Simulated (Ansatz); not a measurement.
## RbBr (Fm-3m): thermal expansion from first principles

How much does RbBr expand with temperature?

Experimental results on record:
- volume expansion coefficient 117 1e-6/K near room temperature (given in “Descriptors for thermal expansion in solids”, 2017, arXiv:1701.03966)

Program: Ansatz 0.2.0. Level of theory: DFT RPBE, scalar-relativistic, plane waves, PAW. Results are calculated unless marked as measured.

This is a report of a sequence of runs, with most program output left out.

The database entry behind the starting cell differs from later determinations by our own check (about 0.5 % short), so it need not match the best structure at ambient conditions.

**1. The starting structure**

Symmetry: Fm-3m, No. 225, cubic system. The conventional cell has a = 6.854 Å, b = 6.854 Å, c = 6.854 Å, α = 90.00°, β = 90.00°, γ = 90.00°. Nearest to Rb lie 6 Br at 3.43 Å. Nearest to Br lie 6 Rb at 3.43 Å. Farther neighbours and most contacts between anions are not listed.

As a file:

```cif
data_structure
_symmetry_space_group_name_H-M 'P 1'
_symmetry_Int_Tables_number 1
_cell_length_a 4.8465
_cell_length_b 4.8465
_cell_length_c 4.8465
_cell_angle_alpha 60.000
_cell_angle_beta 60.000
_cell_angle_gamma 60.000
_cell_volume 80.50
loop_
_atom_site_label
_atom_site_type_symbol
_atom_site_fract_x
_atom_site_fract_y
_atom_site_fract_z
_atom_site_occupancy
Rb1 Rb 0.00000 0.00000 0.00000 1
Br2 Br 0.50000 0.50000 0.50000 1
```

**2. Probe on a coarse mesh**

A cheap single point shows whether the cell is a metal or an insulator and how far it is from rest; that sets the k-mesh and the occupations of what follows.

The input, input.yaml:

```yaml
crystal:
  lattice:
    - [0.0, 3.427, 3.427]
    - [3.427, 0.0, 3.427]
    - [3.427, 3.427, 0.0]
  atoms:
    - { symbol: Rb, position: [0.0, 0.0, 0.0] }
    - { symbol: Br, position: [0.5, 0.5, 0.5] }
kpoints:
  mp_grid: { grid: [4, 4, 4] }
hamiltonian:
  xc: rpbe
scf:
  occupations: { method: gaussian, width: 0.1 }
output:
  forces: true
  stress: true
  eigenvalues: true
```

The run is started by

```console
> ansatz run input.yaml --threads 4 --pin off --max-ram 8192MiB --backend cpu --events-out ev --progress --plain --runs-dir out
```

It took 0.32 s on 4 threads of Intel Xeon Platinum 8488C (Sapphire Rapids), shared host; peak memory 0.35 GiB.

A gap read on the k-mesh alone can miss the band edges.

Numbers from this step:

| Item | Value |
| --- | --- |
| pressure | 2.308 GPa |
| gap on the k-mesh | 4.702 eV |
| volume per atom | 40.25 Å³ |

The start is under 2.3 GPa at this level and looks like an insulator or semiconductor on this mesh.

**3. Relaxation**

The vibrations must be taken about the equilibrium of this functional, not about the starting cell, so the structure is relaxed.

input.yaml, the sections that differ from step 2:

```yaml
kpoints:
  mp_grid: { grid: [6, 6, 6] }
scf:
  occupations: { method: gaussian, width: 0.02 }
relax:
  adjacent_minimum: "off"
  f_tol: 0.005
  max_steps: 80
  cell: { stress_tol: 0.05 }
# crystal, hamiltonian, output: as in step 2
```

Elapsed: 1.8 s, on 4 threads; peak memory 0.38 GiB; 5.4 s of CPU time.

Step by step:

```
step  energy less that of the first step (eV)  largest force component (eV/Å)  pressure (GPa)  volume (Å³)
   1                                   0.0000                          0.0000            2.31        80.50
   2                                  -0.0630                          0.0000            1.12        86.53
   3                                  -0.0895                          0.0000            0.24        93.10
   4                                  -0.0911                          0.0000           -0.03        95.70
  5*                                  -0.0913                          0.0000           -0.03        95.70
```

Relaxation steps marked * repeat the geometry before them on a plane-wave basis chosen anew for their cell, so energy and pressure can jump there.

The run keeps the 48 symmetry operations that it works with, so distortions that break them were not tested.

```
conventional cell, symmetrised  before  after   change
                         a (Å)   6.854  7.261   +5.9 %
                         b (Å)   6.854  7.261   +5.9 %
                         c (Å)   6.854  7.261   +5.9 %
              volume (Å³/atom)   40.25  47.85  +18.9 %
```

Final coordinates:

```xyz
2
Lattice="0.0000 3.6305 3.6305 3.6305 0.0000 3.6305 3.6305 3.6305 0.0000" Properties=species:S:1:pos:R:3 pbc="T T T"
Rb    0.0000    0.0000    0.0000
Br    3.6305    3.6305    3.6305
```

Numbers from this step:

| Quantity | Value |
| --- | --- |
| pressure | -0.02702 GPa |
| gap on the k-mesh | 4.258 eV |
| volume per atom | 47.85 Å³ |

The relaxation ends with a pressure of -0.03 GPa.

**4. A second relaxation**

The relaxation is run once more from where the first one ended, as the script does after a large change of volume or of the gap, with mesh and occupations reviewed.

input.yaml, the sections that differ from step 3:

```yaml
crystal:
  lattice:
    - [0.0, 3.6305080767, 3.6305080767]
    - [3.6305080767, 0.0, 3.6305080767]
    - [3.6305080767, 3.6305080767, 0.0]
  atoms:
    - { symbol: Rb, position: [0.0, 0.0, 0.0] }
    - { symbol: Br, position: [0.5, 0.5, 0.5] }
output:
  forces: true
  stress: true
  eigenvalues: true
  write_density: true
  write_potential: true
  elf: true
  volumetric_format: npy
# kpoints, hamiltonian, scf, relax: as in step 3
```

Elapsed: 0.79 s, on 4 threads; peak memory 0.4 GiB.

Little changed from the start: no atom moved by 0.005 Å and no cell edge by 0.1 %.

Electrostatic potential energy in the ac plane of the conventional cell at fractional y = 0.000, with atoms of Rb and Br within 0.2 Å of it. With pseudopotentials it is smooth inside the atoms' cores, unlike the true potential.

Ten even steps from '0' (-84 eV) to '9' (6 eV), each cell a mean:
```
01799998411279999840
35899999744699999974
88999999988999999998
99999999999999999999
99999999999999999999
99999999999999999999
99999999999999999999
78999999876799999997
24899998510379999962
12799998300069999841
12799998400179999841
46999999743589999974
89999999988899999998
99999999999999999999
99999999999999999999
99999999999999999999
99999999999999999999
67999999977899999987
03799999622489999851
00699998411279999830
```
Columns run along a (7.3 Å; values clipped at the 3rd and 97th percentile), rows up along c (7.3 Å), edges of the conventional cell, whose origin can differ from the input's. Atoms in or near the plane, at fractional coordinates: Rb at (0.00, 0.00), Rb at (0.50, 0.50), Br at (0.50, 0.00), Br at (0.00, 0.50).

Valence density in the ac plane of the conventional cell at fractional y = 0.000, with atoms of Rb and Br within 0.2 Å of it. It is the smooth field of the valence electrons, not physical close to the nuclei.

Ten even steps from '0' (0.0 e/Å³) to '9' (2.0 e/Å³), each cell a mean:
```
89510002532541000289
86200001455421000148
32000000123210000012
00000000001000000000
00000000000000000000
00000000000000000000
11000000011000000011
43100000255310000124
45310002699830000245
14410003886951001352
25410002898951000253
54210001488620000145
32100000123200000012
10000000000000000000
00000000000000000000
00000000000000000000
10000000111100000001
53100001244310000025
98300002454531000269
69510013521441000388
```
Columns run along a (7.3 Å), rows up along c (7.3 Å), edges of the conventional cell, whose origin can differ from the input's. Atoms in or near the plane, at fractional coordinates: Rb at (0.00, 0.00), Rb at (0.50, 0.50), Br at (0.50, 0.00), Br at (0.00, 0.50).

ELF in the ac plane of the conventional cell at fractional y = 0.000, with atoms of Rb and Br within 0.2 Å of it. It is the smooth field of the valence electrons, not physical close to the nuclei.

Ten even steps from '0' (0.01) to '9' (0.86), each cell a mean:
```
48960289821699503895
99940279987998402799
98610158999997300478
32100035788764100023
00000001222210000000
54320000001000001345
99862001466530004789
99983016999973016999
48994028987995027996
04995039941796128971
16995038954896028982
79984027999994027998
99973004789861015899
87641000233210003578
22100000000000000122
10000013455432000000
65300047899986200146
99730169999998301699
79950279964899402898
17961289710499503994
```
Columns run along a (7.3 Å), rows up along c (7.3 Å), edges of the conventional cell, whose origin can differ from the input's. Atoms in or near the plane, at fractional coordinates: Rb at (0.00, 0.00), Rb at (0.50, 0.50), Br at (0.50, 0.00), Br at (0.00, 0.50).

**5. Tight relaxation**

The relaxation is repeated with tighter thresholds on force and stress, since phonons are sensitive to what is left; a change of mesh or smearing in the input moves the cell too.

input.yaml, the sections that differ from step 4:

```yaml
scf:
  occupations: { method: fixed }
output:
  forces: true
  stress: true
  eigenvalues: true
relax:
  adjacent_minimum: "off"
  f_tol: 0.001
  max_steps: 60
  cell: { stress_tol: 0.01 }
# crystal, kpoints, hamiltonian: as in step 4
```

It took 1.3 s on 4 threads; peak memory 0.41 GiB; 4.1 s of CPU time.

Step by step:

```
step  energy less that of the first step (eV)  largest force component (eV/Å)  pressure (GPa)  volume (Å³)
   1                                   0.0000                          0.0000           -0.03        95.70
   2                                   0.0000                          0.0000           -0.02        95.62
   3                                   0.0000                          0.0000            0.00        95.42
  4*                                   0.0000                          0.0000            0.00        95.42
```

Relaxation steps marked * repeat the geometry before them on a plane-wave basis chosen anew for their cell, so energy and pressure can jump there.

Forces are held to the 48 operations that the run works with; a distortion that breaks them can't arise in this run.

```
conventional cell, symmetrised  before  after  change
                         a (Å)   7.261  7.254  -0.1 %
                         b (Å)   7.261  7.254  -0.1 %
                         c (Å)   7.261  7.254  -0.1 %
              volume (Å³/atom)   47.85  47.71  -0.3 %
```

The relaxed structure:

```xyz
2
Lattice="0.0000 3.6269 3.6269 3.6269 0.0000 3.6269 3.6269 3.6269 0.0000" Properties=species:S:1:pos:R:3 pbc="T T T"
Rb    0.0000    0.0000    0.0000
Br    3.6269    3.6269    3.6269
```

This step gave:

```
pressure          : 1.40e-4 GPa
gap on the k-mesh : 4.266 eV
volume per atom   : 47.71 Å³
```

The residual pressure is 1.4e-4 GPa, small enough for phonons.

**6. An input with a fault**

This input was changed on purpose, to see how the program answers.

The input, input.yaml:

```yaml
crystal:
  lattice:
    - [0.0, 3.6268734518, 3.6268734518]
    - [3.6268734518, 0.0, 3.6268734518]
    - [3.6268734518, 3.6268734518, 0.0]
  atoms:
    - { symbol: Rb, position: [0.0, 0.0, 0.0] }
    - { symbol: Br, position: [0.5, 0.5, 0.5] }
kpoints:
  mp_grid: { grid: [6, 6, 6] }
hamiltonian:
  xc: rpbe
scf:
  occupations: { method: fixed }
  max_iter: 60
output:
  eigenvalues: true
phonons:
  supercell: [2, 2, 2]
  qmesh: [2, 2, 2]
  thermal_expansion: {}
```

Elapsed: 0.03 s, on 4 threads; peak memory 0.042 GiB; 0.03 s of CPU time.

The program refused the input before any cycle.

The program's message: “Error: invalid value for `phonons.qmesh`: set beside supercell — each asks for the run's force constants: supercell solves them in one diagonal repeat, and qmesh at the wavevectors of a mesh, each in …”

The fault put into the input: a supercell and a q mesh together.

[end of part 1 of 2]

[Logs are printed without paths, hosts, clocks, repeated set-up lines and the standing remarks that a program may print on its own settings, such as how far it seeks lower states.]

[Hosts, paths, dates, database ids (printed as entryN), source tags and the programs' standing remarks are cut or masked in the printed files.]

[A step with changed settings may run another functional than the one named; its input shows which.]

[Pressures of single members of a volume series are the stress at the run's cutoff; with an incomplete basis they can lie off −dE/dV of the same runs, and they are not shown converged.]
